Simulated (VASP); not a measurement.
## VASP 6.6.1 run: BN

INCAR

```
EDIFF = 1E-7
LCHARG = .FALSE.
ISMEAR = -1
LASPH = .TRUE.
IBRION = -1
SIGMA = 0.02
NELM = 120
NSW = 0
PREC = Accurate
ISIF = 2
LWAVE = .FALSE.
GGA = PE
ENCUT = 520
LREAL = .FALSE.
BMIX = 2
NBANDS = 16
```

KPOINTS

```
KPOINTS created by Atomic Simulation Environment
0
Gamma
12 12 6
0 0 0
```

POSCAR

```
B  N
 1.0000000000000000
     2.6457079995215311    0.0000000000288676    0.0000000000000000
    -1.3228539997857653    2.2912503385669196    0.0000000000000000
     0.0000000000000000    0.0000000000000000    4.3761279552000003
 B   N
   2   2
Cartesian
 -0.0000000000166665  1.5275002257209025 -0.0014749458806350
  1.3228539997524325  0.7637501128748850  2.1865890317193650
 -0.0000000000166665  1.5275002257209025  1.6425229290806351
  1.3228539997524325  0.7637501128748850  3.8305869066806348
```

The recommended PBE PAW datasets give the neutral cell 16 valence electrons.

Command

```
mpirun -np 1 vasp_std
```

How does this run end, and what does it give?

It converged. Results: gap between bands v and c on the k mesh 5.41 eV; least direct gap on the k mesh 7.70 eV; pressure -32.2 GPa. Band v is the last that the valence electrons fill when counted band by band, and c is the next.

OSZICAR

```
N       E                     dE             d eps       ncg     rms          rms(c)
DAV:   1     0.372688920530E+02    0.37269E+02   -0.81513E+03  2432   0.956E+02
DAV:   2    -0.337598639856E+02   -0.71029E+02   -0.66116E+02  3520   0.219E+02
DAV:   3    -0.361677230615E+02   -0.24079E+01   -0.24018E+01  2768   0.374E+01
DAV:   4    -0.361746031108E+02   -0.68800E-02   -0.68795E-02  2944   0.230E+00
DAV:   5    -0.361746249592E+02   -0.21848E-04   -0.21848E-04  2696   0.120E-01    0.865E+00
DAV:   6    -0.347601653763E+02    0.14145E+01   -0.13241E+00  3024   0.105E+01    0.432E+00
DAV:   7    -0.345741224228E+02    0.18604E+00   -0.43013E-01  3128   0.514E+00    0.243E+00
DAV:   8    -0.345473303683E+02    0.26792E-01   -0.45072E-02  2960   0.188E+00    0.463E-01
DAV:   9    -0.345467866164E+02    0.54375E-03   -0.19406E-03  2792   0.521E-01    0.236E-01
DAV:  10    -0.345489933441E+02   -0.22067E-02   -0.28892E-03  2696   0.394E-01    0.637E-02
DAV:  11    -0.345489978336E+02   -0.44895E-05   -0.13621E-04  3088   0.125E-01    0.208E-02
DAV:  12    -0.345490036531E+02   -0.58194E-05   -0.21698E-05  2672   0.434E-02    0.385E-03
DAV:  13    -0.345490043182E+02   -0.66513E-06   -0.82875E-07  3176   0.784E-03    0.201E-03
DAV:  14    -0.345490044449E+02   -0.12674E-06   -0.44961E-08  1696   0.202E-03    0.445E-04
DAV:  15    -0.345490044283E+02    0.16648E-07   -0.12773E-08  1216   0.968E-04
   1 F= -.34549004E+02 E0= -.34549004E+02  d E =-.126564E-12
```

For comparison, a separate PBE run of the intended cell, on usual settings and not on those above, gives a gap of 5.41 eV on its mesh and a pressure of -32.2 GPa.
